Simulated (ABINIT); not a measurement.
# BP (F-43m) in ABINIT: further runs

One crystal, BP, is run at these levels: LDA; tasks: equation of state, band structure.

Everything below comes from runs of ABINIT 10.8.3 (patched build). Logs are shortened: lines on timing, memory, paths and dates and some standing lists are left out, and cuts for length are marked. The log counts tension as positive stress, the text compression.

**Experimental background.**

“Equation of state of single-crystal cubic boron phosphide”, 2014, arxiv:1407.1677 reports, for a bulk crystal of BP at 300 K: bulk modulus 179 ± 1 GPa.

The results are compared with them further down.

### 1 The crystal as given

The structure is cubic, space group F-43m (No. 216). The conventional cell has a = 4.538 Å, b = 4.538 Å, c = 4.538 Å, α = 90.00°, β = 90.00°, γ = 90.00°. P (site symmetry -43m) has 4 B at 1.97 Å as nearest neighbours. Around B (site symmetry -43m) lie 4 P at 1.97 Å.

### 2 Equation of state, LDA

run.abi

```
# Datasets: one volume each
ndtset 7
getwfk -1
scalecart1 3*0.9795861087
scalecart2 3*0.9864848297
scalecart3 3*0.9932883884
scalecart4 3*1.0000000000
scalecart5 3*1.0066227096
scalecart6 3*1.0131594038
scalecart7 3*1.0196128224

# Pseudopotentials
pp_dirpath "./"
pseudos "P.LDA_PW-JTH.xml, B.LDA_PW-JTH.xml"

# Structure
acell 3*1.0
rprim
     0.0000000000     4.2877885768     4.2877885768
     4.2877885768     0.0000000000     4.2877885768
     4.2877885768     4.2877885768     0.0000000000
ntypat 2
znucl 15 5
natom 2
typat 1 2
xred
     0.7500000000     0.7500000000     0.7500000000
     0.0000000000     0.0000000000     0.0000000000

# Plane-wave basis
ecut 15.0
pawecutdg 30.0

# k points
kptopt 1
ngkpt 10 10 10
nshiftk 1
shiftk 0.0 0.0 0.0

# Exchange and correlation
ixc 7

# Bands and occupations
nband 8
occopt 3
tsmear 0.05 eV

# SCF cycle
nstep 100
tolvrs 1.0e-9

# Output
iomode 3
prtwf 1
prtden 0
prteig 0
prtebands 0
enunit 2
```

Potentials or basis: JTH PAW LDA v2.0.

On the command line:

```sh
$ abinit run.abi > log 2>&1
```

run.abo:

```text
.Version 10.8.3 of ABINIT
 DATASET    1 : space group F-4 3 m (#216); Bravais cF (face-center cubic)
================================================================================
 Values of the parameters that define the memory need for DATASET  1.
     intxc =       0    ionmov =       0      iscf =      17    lmnmax =       8
     lnmax =       4     mgfft =      24  mpssoang =       2    mqgrid =    3001
     natom =       2  nloc_mem =       2    nspden =       1   nspinor =       1
    nsppol =       1      nsym =      24    n1xccc =       1    ntypat =       2
    occopt =       3   xclevel =       1
       mpw =         424          nfft =       13824          nkpt =          47
 PAW method is used; the additional fine FFT grid is defined by:
   mgfftf=        30    nfftf =     27000
================================================================================
================================================================================
[... 71 lines left out ...]
 DATASET    7 : space group F-4 3 m (#216); Bravais cF (face-center cubic)
================================================================================
 Values of the parameters that define the memory need for DATASET  7.
     intxc =       0    ionmov =       0      iscf =      17    lmnmax =       8
     lnmax =       4     mgfft =      24  mpssoang =       2    mqgrid =    3001
     natom =       2  nloc_mem =       2    nspden =       1   nspinor =       1
    nsppol =       1      nsym =      24    n1xccc =       1    ntypat =       2
    occopt =       3   xclevel =       1
       mpw =         483          nfft =       13824          nkpt =          47
 PAW method is used; the additional fine FFT grid is defined by:
   mgfftf=        32    nfftf =     32768
================================================================================
================================================================================

--------------------------------------------------------------------------------
------------- Echo of variables that govern the present computation ------------
--------------------------------------------------------------------------------
 -outvars: echo values of preprocessed input variables --------
            acell      1.0000000000E+00  1.0000000000E+00  1.0000000000E+00 Bohr
              amu      3.09737620E+01  1.08110000E+01
             ecut      1.50000000E+01 Hartree
           enunit           2
           getwfk          -1
              ixc           7
           jdtset        1    2    3    4    5    6    7
         kptrlatt       10    0    0      0   10    0      0    0   10
          kptrlen1     5.94006201E+01
          kptrlen2     5.98189481E+01
          kptrlen3     6.02315056E+01
          kptrlen4     6.06384876E+01
          kptrlen5     6.10400787E+01
          kptrlen6     6.14364539E+01
          kptrlen7     6.18277795E+01
            natom           2
            nband           8
           ndtset           7
            ngfft          24      24      24
          ngfftdg1         30      30      30
          ngfftdg2         30      30      30
          ngfftdg3         30      30      30
          ngfftdg4         30      30      30
          ngfftdg5         32      32      32
          ngfftdg6         32      32      32
          ngfftdg7         32      32      32
             nkpt          47
            nstep         100
             nsym          24
           ntypat           2
           occopt           3
        pawecutdg      3.00000000E+01 Hartree
           prtden           0
        prtebands           0
           prteig           0
            rprim1     0.0000000000E+00  4.2002581269E+00  4.2002581269E+00
                       4.2002581269E+00  0.0000000000E+00  4.2002581269E+00
                       4.2002581269E+00  4.2002581269E+00  0.0000000000E+00
            rprim2     0.0000000000E+00  4.2298383840E+00  4.2298383840E+00
                       4.2298383840E+00  0.0000000000E+00  4.2298383840E+00
                       4.2298383840E+00  4.2298383840E+00  0.0000000000E+00
            rprim3     0.0000000000E+00  4.2590106052E+00  4.2590106052E+00
                       4.2590106052E+00  0.0000000000E+00  4.2590106052E+00
                       4.2590106052E+00  4.2590106052E+00  0.0000000000E+00
            rprim4     0.0000000000E+00  4.2877885768E+00  4.2877885768E+00
                       4.2877885768E+00  0.0000000000E+00  4.2877885768E+00
                       4.2877885768E+00  4.2877885768E+00  0.0000000000E+00
            rprim5     0.0000000000E+00  4.3161853554E+00  4.3161853554E+00
                       4.3161853554E+00  0.0000000000E+00  4.3161853554E+00
                       4.3161853554E+00  4.3161853554E+00  0.0000000000E+00
            rprim6     0.0000000000E+00  4.3442133181E+00  4.3442133181E+00
                       4.3442133181E+00  0.0000000000E+00  4.3442133181E+00
                       4.3442133181E+00  4.3442133181E+00  0.0000000000E+00
            rprim7     0.0000000000E+00  4.3718842126E+00  4.3718842126E+00
                       4.3718842126E+00  0.0000000000E+00  4.3718842126E+00
                       4.3718842126E+00  4.3718842126E+00  0.0000000000E+00
          spgroup         216
           tolvrs      1.00000000E-09
           tsmear      1.83746611E-03 Hartree
            typat      1  2
           useylm           1
           xangst1     3.3340213187E+00  3.3340213187E+00  3.3340213187E+00
                       0.0000000000E+00  0.0000000000E+00  0.0000000000E+00
           xangst2     3.3575011156E+00  3.3575011156E+00  3.3575011156E+00
                       0.0000000000E+00  0.0000000000E+00  0.0000000000E+00
           xangst3     3.3806570276E+00  3.3806570276E+00  3.3806570276E+00
                       0.0000000000E+00  0.0000000000E+00  0.0000000000E+00
           xangst4     3.4034999977E+00  3.4034999977E+00  3.4034999977E+00
                       0.0000000000E+00  0.0000000000E+00  0.0000000000E+00
           xangst5     3.4260403898E+00  3.4260403898E+00  3.4260403898E+00
                       0.0000000000E+00  0.0000000000E+00  0.0000000000E+00
           xangst6     3.4482880285E+00  3.4482880285E+00  3.4482880285E+00
                       0.0000000000E+00  0.0000000000E+00  0.0000000000E+00
           xangst7     3.4702522387E+00  3.4702522387E+00  3.4702522387E+00
                       0.0000000000E+00  0.0000000000E+00  0.0000000000E+00
            xcart1     6.3003871903E+00  6.3003871903E+00  6.3003871903E+00
                       0.0000000000E+00  0.0000000000E+00  0.0000000000E+00
            xcart2     6.3447575760E+00  6.3447575760E+00  6.3447575760E+00
                       0.0000000000E+00  0.0000000000E+00  0.0000000000E+00
            xcart3     6.3885159079E+00  6.3885159079E+00  6.3885159079E+00
                       0.0000000000E+00  0.0000000000E+00  0.0000000000E+00
            xcart4     6.4316828652E+00  6.4316828652E+00  6.4316828652E+00
                       0.0000000000E+00  0.0000000000E+00  0.0000000000E+00
            xcart5     6.4742780331E+00  6.4742780331E+00  6.4742780331E+00
                       0.0000000000E+00  0.0000000000E+00  0.0000000000E+00
            xcart6     6.5163199771E+00  6.5163199771E+00  6.5163199771E+00
                       0.0000000000E+00  0.0000000000E+00  0.0000000000E+00
            xcart7     6.5578263190E+00  6.5578263190E+00  6.5578263190E+00
                       0.0000000000E+00  0.0000000000E+00  0.0000000000E+00
             xred      7.5000000000E-01  7.5000000000E-01  7.5000000000E-01
                       0.0000000000E+00  0.0000000000E+00  0.0000000000E+00
            znucl       15.00000    5.00000

================================================================================

 chkinp: Checking input parameters for consistency, jdtset=   1.

 chkinp: Checking input parameters for consistency, jdtset=   2.
[... 46 lines left out ...]
 getcut: wavevector=  0.0000  0.0000  0.0000  ngfft=  30  30  30
         ecut(hartree)=     30.000   => boxcut(ratio)=   2.05063

--- Pseudopotential description ------------------------------------------------
- pspini: atom type   1  psp file is ./P.LDA_PW-JTH.xml
 Pseudopotential format is: paw10
 basis_size (lnmax)=  4 (lmn_size=  8), orbitals=   0   0   1   1
 Spheres core radius: rc_sph= 1.60765221
 Shapefunction is SIN type: shapef(r)=[sin(pi*r/rshp)/(pi*r/rshp)]**2
 Radius for shape functions =  1.60765221
 Compensation charge density is not taken into account in XC energy/potential

- pspini: atom type   2  psp file is ./B.LDA_PW-JTH.xml
 Pseudopotential format is: paw10
 basis_size (lnmax)=  4 (lmn_size=  8), orbitals=   0   0   1   1
 Spheres core radius: rc_sph= 1.70616958
 Shapefunction is SIN type: shapef(r)=[sin(pi*r/rshp)/(pi*r/rshp)]**2
 Radius for shape functions =  1.40269776
 Compensation charge density is not taken into account in XC energy/potential

   3.19188998E+01                                ecore*ucvol(ha*bohr**3)
--------------------------------------------------------------------------------

================================================================================

--- !BeginCycle
iteration_state: {dtset: 1, }
solver: {iscf: 17, nstep: 100, nline: 4, wfoptalg: 10, }
tolerances: {tolvrs: 1.00E-09, }
...
[... 1292 lines left out ...]
-Cartesian components of stress tensor (GPa)         [Pressure= -1.3431E+01 GPa]
- sigma(1 1)=  1.34313854E+01  sigma(3 2)=  0.00000000E+00
- sigma(2 2)=  1.34313854E+01  sigma(3 1)=  0.00000000E+00
- sigma(3 3)=  1.34313854E+01  sigma(2 1)=  0.00000000E+00

== END DATASET(S) ==============================================================
================================================================================

 -outvars: echo values of variables after computation  --------
            acell      1.0000000000E+00  1.0000000000E+00  1.0000000000E+00 Bohr
           etotal1    -9.6177941223E+00
           etotal2    -9.6182454947E+00
           etotal3    -9.6182861561E+00
           etotal4    -9.6179556171E+00
           etotal5    -9.6172817360E+00
           etotal6    -9.6163049415E+00
           etotal7    -9.6150464786E+00
            fcart1     1.2520832155E-31  1.2520832155E-31 -3.7562496465E-31
                      -1.2520832155E-31 -1.2520832155E-31  3.7562496465E-31
            fcart2     6.2166355119E-32  6.2166355119E-32 -1.8649906536E-31
                      -6.2166355119E-32 -6.2166355119E-32  1.8649906536E-31
            fcart3    -0.0000000000E+00 -0.0000000000E+00 -0.0000000000E+00
                      -0.0000000000E+00 -0.0000000000E+00 -0.0000000000E+00
            fcart4    -0.0000000000E+00 -0.0000000000E+00 -0.0000000000E+00
                      -0.0000000000E+00 -0.0000000000E+00 -0.0000000000E+00
            fcart5     2.4369077176E-31 -6.7637776423E-48 -2.4369077176E-31
                      -2.4369077176E-31  6.7637776423E-48  2.4369077176E-31
[... 38 lines left out ...]
                       0.0000000000E+00  0.0000000000E+00  0.0000000000E+00
           xangst1     3.3340213187E+00  3.3340213187E+00  3.3340213187E+00
                       0.0000000000E+00  0.0000000000E+00  0.0000000000E+00
           xangst2     3.3575011156E+00  3.3575011156E+00  3.3575011156E+00
                       0.0000000000E+00  0.0000000000E+00  0.0000000000E+00
           xangst3     3.3806570276E+00  3.3806570276E+00  3.3806570276E+00
                       0.0000000000E+00  0.0000000000E+00  0.0000000000E+00
           xangst4     3.4034999977E+00  3.4034999977E+00  3.4034999977E+00
                       0.0000000000E+00  0.0000000000E+00  0.0000000000E+00
           xangst5     3.4260403898E+00  3.4260403898E+00  3.4260403898E+00
                       0.0000000000E+00  0.0000000000E+00  0.0000000000E+00
           xangst6     3.4482880285E+00  3.4482880285E+00  3.4482880285E+00
                       0.0000000000E+00  0.0000000000E+00  0.0000000000E+00
           xangst7     3.4702522387E+00  3.4702522387E+00  3.4702522387E+00
                       0.0000000000E+00  0.0000000000E+00  0.0000000000E+00
             xred      7.5000000000E-01  7.5000000000E-01  7.5000000000E-01
                       0.0000000000E+00  0.0000000000E+00  0.0000000000E+00
 Calculation completed.
```

It took 30 s on 1 thread of Arm Neoverse V1, shared host; peak memory 0.11 GiB.

What came out:

```
Equilibrium volume                      : 11.35 Å³/atom
Bulk modulus                            : 176 GPa
Pressure derivative of the bulk modulus : 3.7
```

Energy against volume, from the lowest point:
```
volume (Å³/atom)  energy (meV/atom)
          10.981               6.69
          11.214               0.55
          11.448               0.00
          11.682               4.50
          11.915              13.67
          12.149              26.96
          12.383              44.08
```

Caveat: the cutoff is too short for stress, so the log's stress isn't used; pressures at fixed basis lie under the slope of the energies.

### 3 Band structure, LDA

run.abi

```
# Datasets: ground state, then fixed potential
ndtset 2

# Pseudopotentials
pp_dirpath "./"
pseudos "P.upf, B.upf"

# Structure
acell 3*1.0 Angstrom
rprim
     0.0000000000     2.2690000000     2.2690000000
     2.2690000000     0.0000000000     2.2690000000
     2.2690000000     2.2690000000     0.0000000000
ntypat 2
znucl 15 5
natom 2
typat 1 2
xcart
     3.4035000000     3.4035000000     3.4035000000
     0.0000000000     0.0000000000     0.0000000000 Angstrom

# Plane-wave basis
ecut 38.0

# Exchange and correlation
ixc 7

# Bands and occupations
occopt 3
tsmear 0.00183747

# SCF cycle
nstep 100

# Output
iomode 3
prtwf 0
prteig 0
prtebands 0
enunit 1
prtden1 1

# Dataset 1
kptopt1 1
ngkpt1 10 10 10
nshiftk1 1
shiftk1 0.0 0.0 0.0
nband1 8
tolvrs1 1.0e-10

# Dataset 2: bands along G-X-W-K-G-L-U-W-L-K
iscf2 -2
getden2 1
nband2 12
nbdbuf2 2
tolwfr2 1.0e-12
kptopt2 -9
ndivsm2 6
prteig2 1
kptbounds2
     0.0000000000     0.0000000000     0.0000000000
     0.5000000000     0.0000000000     0.5000000000
     0.5000000000     0.2500000000     0.7500000000
     0.3750000000     0.3750000000     0.7500000000
     0.0000000000     0.0000000000     0.0000000000
     0.5000000000     0.5000000000     0.5000000000
     0.6250000000     0.2500000000     0.6250000000
     0.5000000000     0.2500000000     0.7500000000
     0.5000000000     0.5000000000     0.5000000000
     0.3750000000     0.3750000000     0.7500000000
```

Potentials or basis: PseudoDojo NC SR LDA v0.4.1 standard.

On the command line:

```sh
$ abinit run.abi > log 2>&1
```

Wall time 55 s (1 thread of Arm Neoverse V1, shared host); peak memory 0.11 GiB.

Results (log left out):

```yaml
Free_energy: -270.6308 eV
Pressure: -5.6 GPa
Band_gap_on_the_k_mesh: 1.20 eV, indirect (least direct gap 3.39 eV)
Band_gap_along_the_path: 1.20 eV, indirect (least direct gap 3.39 eV)
Valence_electrons_inside_the_program's_atomic_spheres: P 2.93; B 2.70
```

Levels at the corners of the path, in eV from the valence-band top:
| point | band 1 | band 2 | band 3 | band 4 | band 5 | band 6 | band 7 | band 8 |
| --- | --- | --- | --- | --- | --- | --- | --- | --- |
| Γ | -15.40 | 0.00 | 0.00 | 0.00 | 3.39 | 3.39 | 3.39 | 7.34 |
| X | -10.57 | -8.48 | -4.10 | -4.10 | 1.32 | 1.56 | 11.94 | 11.94 |
| W | -10.29 | -7.94 | -5.68 | -5.49 | 5.25 | 6.67 | 7.16 | 7.45 |
| K | -10.56 | -8.06 | -6.24 | -3.49 | 2.10 | 5.92 | 9.63 | 10.51 |
| Γ | -15.40 | 0.00 | 0.00 | 0.00 | 3.39 | 3.39 | 3.39 | 7.34 |
| L | -12.07 | -9.01 | -1.75 | -1.75 | 3.77 | 4.69 | 4.69 | 9.94 |
| U | -10.56 | -8.06 | -6.24 | -3.49 | 2.10 | 5.92 | 9.63 | 10.51 |
| W | -10.29 | -7.94 | -5.68 | -5.49 | 5.25 | 6.67 | 7.16 | 7.45 |
| L | -12.07 | -9.01 | -1.75 | -1.75 | 3.77 | 4.69 | 4.69 | 9.94 |
| K | -10.56 | -8.06 | -6.24 | -3.49 | 2.10 | 5.92 | 9.63 | 10.51 |

LDA gaps usually lie below the measured ones, often by a third to a half.

### 4 Comparison with measurements

Step 2. A measured bulk modulus of BP is 179 GPa (300 K; “Equation of state of single-crystal cubic boron phosphide”, 2014, arxiv:1407.1677); the calculated 176 GPa misses it by -1.8 %. 3 values of this kind are on record (173 to 179 GPa); this one was drawn at random among those near their median, those with a stated uncertainty first. The fit is for a static lattice scaled at fixed shape and fixed fractional positions.
